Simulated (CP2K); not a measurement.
Runs of CP2K 2026.2 on Co. The structure is hexagonal, space group P6_3/mmc (No. 194). The conventional cell has a = 2.472 Å, b = 2.472 Å, c = 4.021 Å, α = 90.00°, β = 90.00°, γ = 120.00°. Around Co (site symmetry -6m2) lie 12 Co at 2.47 Å. 

| task | level | potentials or basis | smearing | EPS_DEFAULT | MIXING METHOD | MIXING ALPHA | NBUFFER | NGRIDS | gap on the mesh (eV) | pressure (GPa) | moment (μB) | V0 of scaled cells (Å³/atom) | B0 (GPa) |
| --- | --- | --- | --- | --- | --- | --- | --- | --- | --- | --- | --- | --- | --- |
| band structure | r2SCAN | POTENTIAL_UZH Co GTH-SCAN-q17; TZVP-MOLOPT-SCAN-GTH basis | fermi-dirac 0.01 eV | 1.0E-10 | PULAY_MIXING | 0.4 | 6 | 5 | none | 2.7 | 3.61 | - | - |
| band structure | LDA | GTH_POTENTIALS Co GTH-PADE-q17; TZVP-MOLOPT-PBE-GTH basis | fermi-dirac 0.01 eV | 1.0E-10 | PULAY_MIXING | 0.4 | 6 | 4 | none | -14.3 | 3.30 | - | - |
| band structure | PBE | POTENTIAL_UZH Co GTH-PBE-q17; TZVP-MOLOPT-PBE-GTH basis | fermi-dirac 0.01 eV | 1.0E-9 | PULAY_MIXING | 0.4 | 6 | 5 | none | (a) | 3.34 | - | - |
| equation of state | PBEsol | POTENTIAL_UZH Co GTH-PBE-q17; TZVP-MOLOPT-PBE-GTH basis | fermi-dirac 0.05 eV | 1.0E-10 | PULAY_MIXING | 0.4 | 6 | 5 | - | - | - | 10.46 | 239 |
| band structure | r2SCAN | POTENTIAL_UZH Co GTH-SCAN-q17; TZVP-MOLOPT-SCAN-GTH basis | fermi-dirac 0.0259 eV | 1.0E-9 | PULAY_MIXING | 0.4 | 6 | 4 | none | 2.7 | 3.61 | - | - |
| single point | PBEsol | POTENTIAL_UZH Co GTH-PBE-q17; TZVP-MOLOPT-PBE-GTH basis | fermi-dirac 0.05 eV | 1.0E-10 | PULAY_MIXING | 0.4 | 6 | 4 | none | (b) | 3.32 | - | - |
| equation of state | PBE | POTENTIAL_UZH Co GTH-PBE-q17; TZVP-MOLOPT-PBE-GTH basis | fermi-dirac 0.05 eV | 1.0E-10 | BROYDEN_MIXING | 0.2 | 10 | 5 | - | - | - | 10.95 | 215 |
| single point | PBE | POTENTIAL_UZH Co GTH-PBE-q17; TZVP-MOLOPT-PBE-GTH basis | fermi-dirac 0.05 eV | 1.0E-10 | BROYDEN_MIXING | 0.2 | 10 | 4 | none | (c) | 3.32 | - | - |

Alike in all rows: spin collinear, ferromagnetic start; cell as given; k mesh 12 × 12 × 7.

Estimate the missing entries.

(a) 6.7; (b) -4.0; (c) 6.5.

Caveats: the basis of atomic orbitals isn't converged, which shifts pressures, moduli and gaps; the cell was scaled at fixed shape and fractional positions, which overstates the stiffness of a crystal with free parameters, most of all of layers and chains (some runs); the potentials were made for another functional, which shifts forces and pressure (some runs).

A k mesh can miss the band edges.

A gap of «none» marks a metal or a gap under the smearing width.

Not every run made on this cell is shown here.
